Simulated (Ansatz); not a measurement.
Runs of Ansatz 0.2.0 on Ti. The structure is cubic, space group Fm-3m (No. 225). Conventional cell: a = 4.060 Å, b = 4.060 Å, c = 4.060 Å, α = 90.00°, β = 90.00°, γ = 90.00°. Around Ti (site symmetry m-3m) lie 12 Ti at 2.87 Å. This isn't the form of Ti at room conditions, which is hcp.

```tsv
task	level	cell	k mesh	cutoff (eV)	points for each segment of the path	atoms under strain	gap on the mesh (eV)	pressure (GPa)	relaxed volume (Å³/atom)
band structure	RPBE	as given	11 × 11 × 11	420	14	-	none	7.6	-
relaxation of cell and atoms	BLYP	relaxed	11 × 11 × 11	420	-	-	none	0.0	17.74
elastic constants	LDA	as given	8 × 8 × 8	420	-	relaxed	none	-5.0	-
relaxation of cell and atoms	PBEsol	relaxed	11 × 11 × 11	420	-	-	none	0.0	(c)
band structure	PBEsol	as given	11 × 11 × 11	420	14	-	none	-0.5	-
relaxation of cell and atoms	BLYP+D4	relaxed	11 × 11 × 11	420	-	-	none	0.0	17.15
relaxation of cell and atoms	RPBE	relaxed	11 × 11 × 11	420	-	-	none	0.0	(b)
relaxation of cell and atoms	LDA	relaxed	11 × 11 × 11	420	-	-	none	0.0	16.00
phonons	LDA	as given	8 × 8 × 8	420	-	-	none	-	-
relaxation of cell and atoms	revPBE	relaxed	11 × 11 × 11	420	-	-	none	0.0	(a)
band structure	r2SCAN	as given	11 × 11 × 11	500	14	-	none	4.2	-
relaxation of cell and atoms	BLYP+D3(BJ)	relaxed	11 × 11 × 11	420	-	-	none	0.0	15.52
```

Alike in all rows: potentials or basis Ansatz PAW; no spin polarisation; smearing fermi-dirac 0.05 eV.

**Question.** Estimate the missing entries.

**Answer.** (a) 17.75; (b) 17.91; (c) 16.65.

Caveats: the PAW data sets come from PBE, with cores solved anew for the run's functional, which leaves a small shift of forces and pressure; the plane-wave basis is chosen anew once the cell has moved, so the energies of steps on either side of that aren't comparable (some runs); pairwise dispersion overbinds metals, which lowers pressure and volume (some runs); the cell is more than 3 GPa from zero pressure, which shifts response properties (some runs); elastic constants of metals need much finer meshes, so these are rough (some runs).

A gap of «none» marks a metal or a gap under the smearing width.

Runs at the PBE level aren't shown here.
